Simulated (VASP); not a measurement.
# Al (P6_3/mmc) in VASP: notebook

The runs below take Al through single point, relaxation of cell and atoms, with PBE+D3(BJ).

Program: VASP 6.6.1. These are calculated values, not measurements. Logs are shortened: lines on timing, memory, paths and dates and some standing lists are left out, and cuts for length are marked.

### 1 Starting point

Symmetry: P6_3/mmc, No. 194, hexagonal system. The conventional cell has a = 2.812 Å, b = 2.812 Å, c = 4.867 Å, α = 90.00°, β = 90.00°, γ = 120.00°. Around Al (site symmetry -6m2) lie 12 Al at 2.81 to 2.93 Å.

This isn't the form of Al at room conditions, which is fcc.

### 2 Single point, PBE+D3(BJ)

Input file INCAR:

```
SYSTEM = Al
PREC     = Accurate       ! precision mode
ENCUT    = 520            ! plane-wave cutoff, eV
EDIFF    = 1E-7           ! SCF threshold, eV
ISMEAR   = 0              ! smearing method
SIGMA    = 0.1            ! smearing width, eV
LREAL    = .False.        ! projectors in reciprocal space
LASPH    = .True.         ! aspherical terms in the spheres
NELM     = 60             ! most SCF steps
ALGO     = Fast           ! electronic algorithm
ISIF     = 2              ! what is computed and relaxed
LWAVE    = .False.        ! write WAVECAR
LCHARG   = .False.        ! write CHGCAR
GGA      = PE             ! functional
IVDW     = 12             ! dispersion correction
NBANDS   = 10             ! bands
```

Input file KPOINTS:

```
regular mesh
0
Gamma
  9 9 4
  0 0 0
```

Input file POSCAR:

```
Al
1.0
    2.8124553515      0.0000000000      0.0000000000
   -1.4062276757      2.4356577814      0.0000000000
    0.0000000000      0.0000000000      4.8668500000
Al
2
Direct
    0.6666666700      0.3333333300      0.7500000000
    0.3333333300      0.6666666700      0.2500000000
```

Potentials or basis: VASP PAW PBE potentials, release 64 (Al).

Run with:

```bash
$ cat potpaw_PBE.64/Al/POTCAR > POTCAR
$ mpirun -np 1 vasp_std > vasp.out
```

OUTCAR:

```text
SYSTEM = Al
   PREC = Accurate
   ENCUT = 520
   EDIFF = 1E-7
   ISMEAR = 0
   LREAL = .False.
   LASPH = .True.
   NELM = 60
   ISIF = 2
   GGA = PE
   IVDW = 12
 IVDW          = 12

 ion  position               nearest neighbor table
   1  0.667  0.333  0.750-   2 2.93   2 2.93   2 2.93   2 2.93   2 2.93   2 2.93
   2  0.333  0.667  0.250-   1 2.93   1 2.93   1 2.93   1 2.93   1 2.93   1 2.93

  LATTYP: Found a hexagonal cell.
 ALAT       =     2.8124553515
 C/A-ratio  =     1.7304630267

  Lattice vectors:

 A1 = (   2.8124553515,   0.0000000000,   0.0000000000)
 A2 = (  -1.4062276757,   2.4356577814,   0.0000000000)
 A3 = (   0.0000000000,   0.0000000000,   4.8668500000)

Analysis of symmetry for initial positions (statically):
=====================================================================
 Subroutine PRICEL returns:
 Original cell was already a primitive cell.

 Routine SETGRP: Setting up the symmetry group for a
 hexagonal supercell.

 Subroutine GETGRP returns: Found 24 space group operations
 (whereof 12 operations were pure point group operations)
 out of a pool of 24 trial point group operations.

The static configuration has the point symmetry D_3d.
 The point group associated with its full space group is D_6h.

Analysis of symmetry for dynamics (positions and initial velocities):
=====================================================================
 Subroutine PRICEL returns:
 Original cell was already a primitive cell.

 Routine SETGRP: Setting up the symmetry group for a
 hexagonal supercell.

 Subroutine GETGRP returns: Found 24 space group operations
 (whereof 12 operations were pure point group operations)
 out of a pool of 24 trial point group operations.

The dynamic configuration has the point symmetry D_3d.
 The point group associated with its full space group is D_6h.

 Subroutine INISYM returns: Found 24 space group operations
 (whereof 12 operations are pure point group operations),
 and found     1 'primitive' translations

----------------------------------------------------------------------------------------

                                     Primitive cell

  volume of cell :      33.3388

  direct lattice vectors                    reciprocal lattice vectors
     2.812455352  0.000000000  0.000000000     0.355561200  0.205283355  0.000000000
    -1.406227676  2.435657781  0.000000000     0.000000000  0.410566709  0.000000000
     0.000000000  0.000000000  4.866850000     0.000000000  0.000000000  0.205471712

  length of vectors
     2.812455352  2.812455351  4.866850000     0.410566709  0.410566709  0.205471712

  position of ions in fractional coordinates (direct lattice)
     0.666666670  0.333333330  0.750000000
     0.333333330  0.666666670  0.250000000

  ion indices of the primitive-cell ions
   primitive index   ion index
                 1           1
                 2           2

----------------------------------------------------------------------------------------

 KPOINTS: regular mesh

Automatic generation of k-mesh.
 Grid dimensions read from file:
 generate k-points for:    9    9    4

 Generating k-lattice:

  Cartesian coordinates                     Fractional coordinates (reciprocal lattice)
     0.039506800  0.022809262  0.000000000     0.111111111  0.000000000  0.000000000
     0.000000000  0.045618523  0.000000000     0.000000000  0.111111111  0.000000000
     0.000000000  0.000000000  0.051367928     0.000000000  0.000000000  0.250000000

  Length of vectors
     0.045618523  0.045618523  0.051367928

  Shift w.r.t. Gamma in fractional coordinates (k-lattice)
     0.000000000  0.000000000  0.000000000

 Subroutine IBZKPT returns following result:
 ===========================================

 Found     36 irreducible k-points:

 Following reciprocal coordinates:
            Coordinates               Weight
  0.000000  0.000000  0.000000      1.000000
  0.111111  0.000000  0.000000      6.000000
  0.222222  0.000000  0.000000      6.000000
  0.333333  0.000000  0.000000      6.000000
  0.444444  0.000000  0.000000      6.000000
  0.111111  0.111111  0.000000      6.000000
[... 16 lines left out ...]
  0.333333  0.222222  0.250000     24.000000
  0.333333  0.333333  0.250000      4.000000
 [... further k-points ...]
   k-points           NKPTS =     36   k-points in BZ     NKDIM =     36   number of bands    NBANDS=     10
   number of dos      NEDOS =    301   number of ions     NIONS =      2
   total plane-waves  NPLWV =  20736
   dimension x,y,z NGX =    24 NGY =   24 NGZ =   36
   dimension x,y,z NGXF=    48 NGYF=   48 NGZF=   72
   ions per type =               2
   NGX,Y,Z   is equivalent  to a cutoff of  14.19, 14.19, 12.30 a.u.
   NGXF,Y,Z  is equivalent  to a cutoff of  28.37, 28.37, 24.59 a.u.
 SYSTEM =  Al
   PREC   = accura    normal or accurate (medium, high low for compatibility)
   ISTART =      0    job   : 0-new  1-cont  2-samecut
   ICHARG =      2    charge: 1-file 2-atom 10-const
   ISPIN  =      1    spin polarized calculation?
   LNONCOLLINEAR =      F non collinear calculations
   LSORBIT =      F    spin-orbit coupling
   LASPH  =      T    aspherical Exc in radial PAW
   ENCUT  =  520.0 eV  38.22 Ry    6.18 a.u.   5.23  5.23  9.05*2*pi/ulx,y,z
   NELM   =     60;   NELMIN=  2; NELMDL= -5     # of ELM steps
   EDIFF  = 0.1E-06   stopping-criterion for ELM
   LREAL  =      F    real-space projection
   EDIFFG = 0.1E-05   stopping-criterion for IOM
   NSW    =      0    number of steps for IOM
   IBRION =     -1    ionic relax: 0-MD 1-quasi-New 2-CG
   NFREE  =      0    steps in history (QN), initial steepest desc. (CG)
   ISIF   =      2    stress and relaxation
   ISYM   =      2    0-nonsym 1-usesym 2-fastsym
   POTIM  = 0.5000    time-step for ionic-motion
   TEBEG  =    0.0;   TEEND  =   0.0 temperature during run
   PSTRESS=    0.0 pullay stress
   NELECT =       6.0000    total number of electrons
   NUPDOWN=      -1.0000    fix difference up-down
   EMIN   =  10.00;   EMAX   =-10.00  energy-range for DOS
   EFERMI =   0.00;   METHOD = LEGACY
   ISMEAR =     0;   SIGMA  =   0.10  broadening in eV -4-tet -1-fermi 0-gaus
   EFERMI_NEDOS =   21; number of points for ismear=-14 and -15
   IALGO  =     68    algorithm
   IMIX   =      4    mixing-type and parameters
     AMIX     =   0.40;   BMIX     =  1.00
     AMIX_MAG =   1.60;   BMIX_MAG =  1.00
  volume/ion in A,a.u.               =      16.67       112.49
  Fermi-wavevector in a.u.,A,eV,Ry     =   0.924291  1.746656 11.623640  0.854313
  Thomas-Fermi vector in A             =   2.050021
   LORBIT       =      0    0 simple, 1 ext, 2 COOP (PROOUT), +10 PAW based schemes
   GGA     = PE    functional components
   LHFCALC =     F    Hartree Fock is set to
   AEXX    =    0.0000 exact exchange contribution
   IVDW    =    12    specifies the selected vdW correction
   LEPSILON=     F    determine dielectric tensor
   LRPA    =     F    only Hartree local field effects (RPA)
 non-spin polarized calculation
 RMM-DIIS sequential band-by-band and
 Gauss-broadening in eV      SIGMA  =   0.10
  energy-cutoff  :      520.00
  volume of cell :       33.34
 maximum number of plane-waves:       918
 NGX is ok and might be reduce to    24
   NGX = 11   NGY = 11   NGZ = 19

 number of electron       6.0000000 magnetization

 Free energy of the ion-electron system (eV)
  ---------------------------------------------------
  ext. energy  EPLUGINS =         0.00000000
  ---------------------------------------------------
  free energy    TOTEN  =        -7.41765280 eV

  energy without entropy =       -7.41475539  energy(sigma->0) =       -7.41620410

 E-fermi :   7.8348     XC(G=0): -10.1587

 val. band max:        7.8138212756   @ k =   0.3333   0.0000   0.2500
 cond. band min:       7.9966755550   @ k =   0.3333   0.2222   0.2500
 fundamental gap:      0.1828542794
 Fermi energy:         7.8348424995

 k-point     1 :       0.0000    0.0000    0.0000
  band No.  band energies     occupation
      1      -3.1746      2.00000
      2       2.8281      2.00000
      3       3.0634      2.00000
      4      19.0475      0.00000
      5      19.3280      0.00000
      6      19.3280      0.00000
      7      19.5527      0.00000
      8      19.5527      0.00000
      9      20.2734      0.00000
     10      22.6080      0.00000

 k-point     2 :       0.1111    0.0000    0.0000
  band No.  band energies     occupation
      1      -2.8669      2.00000
      2       3.1295      2.00000
      3       3.3511      2.00000
      4      15.4721      0.00000
      5      17.3390      0.00000
      6      18.3933      0.00000
      7      19.7812      0.00000
      8      20.3439      0.00000
      9      21.3941      0.00000
     10      21.5362      0.00000

 k-point     3 :       0.2222    0.0000    0.0000
  band No.  band energies     occupation
      1      -1.9477      2.00000
      2       4.0202      2.00000
      3       4.2140      2.00000
      4      11.3541      0.00000
      5      15.7691      0.00000
      6      16.2230      0.00000
      7      17.1568      0.00000
      8      17.6609      0.00000
      9      20.6595      0.00000
     10      21.0295      0.00000
[... 248 lines left out ...]
 k-point    23 :       0.3333    0.2222    0.2500
  band No.  band energies     occupation
      1       2.9236      2.00000
      2       5.3186      2.00000
      3       6.1468      2.00000
      4       7.9967      0.02210
      5       8.8099      0.00000
      6      10.9477      0.00000
      7      12.3035      0.00000
      8      14.5737      0.00000
      9      16.9643      0.00000
     10      20.5481      0.00000

 k-point    24 :       0.3333    0.3333    0.2500
  band No.  band energies     occupation
      1       5.1603      2.00000
      2       5.1603      2.00000
      3       5.3364      2.00000
      4       8.1784      0.00000
      5       8.4559      0.00000
      6       8.4559      0.00000
      7      14.2189      0.00000
      8      14.2189      0.00000
      9      14.4168      0.00000
     10      22.5535      0.00000

 [... further k-points ...]

------------------------ aborting loop because EDIFF is reached ----------------------------------------

 Edisp (eV)   -0.66567

 E8    (eV) :    -0.2977

  FORCE on cell =-STRESS in cart. coord.  units (eV):
  Direction    XX          YY          ZZ          XY          YZ          ZX
  --------------------------------------------------------------------------------------
  -------------------------------------------------------------------------------------
  Total      -0.56483    -0.56483    -0.59584    -0.00000    -0.00000    -0.00000
  in kB     -27.14429   -27.14429   -28.63440    -0.00000    -0.00000    -0.00000
  external pressure =      -27.64 kB  Pullay stress =        0.00 kB

 VOLUME and BASIS-vectors are now :
 -----------------------------------------------------------------------------
  energy-cutoff  :      520.00
  volume of cell :       33.34
      direct lattice vectors                 reciprocal lattice vectors
     2.812455352  0.000000000  0.000000000     0.355561200  0.205283355  0.000000000
    -1.406227676  2.435657781  0.000000000     0.000000000  0.410566709  0.000000000
     0.000000000  0.000000000  4.866850000     0.000000000  0.000000000  0.205471712

 POSITION                                       TOTAL-FORCE (eV/Angst)
 -----------------------------------------------------------------------------------
      1.40623      0.81189      3.65014        -0.000000      0.000000      0.000000
     -0.00000      1.62377      1.21671         0.000000      0.000000      0.000000
 -----------------------------------------------------------------------------------
    total drift:                                0.000000     -0.000000      0.000000

  FREE ENERGIE OF THE ION-ELECTRON SYSTEM (eV)
  ---------------------------------------------------
  free  energy   TOTEN  =        -8.0833199783 eV

  energy  without entropy=       -8.0804225718  energy(sigma->0) =       -8.08187128
```

Run time: 14 s. Hardware: 1 thread of Intel Xeon Platinum 8488C (Sapphire Rapids), shared host; peak memory 0.15 GiB.

Results:

- Free energy: -8.0833 eV
- Pressure: -2.8 GPa
- Band gap on the k mesh: none (metal or under the smearing width)
- Dispersion energy per atom: -0.333 eV

Caveat: pairwise dispersion overbinds metals, which lowers pressure and volume.

(Continued in part 2 of 2.)
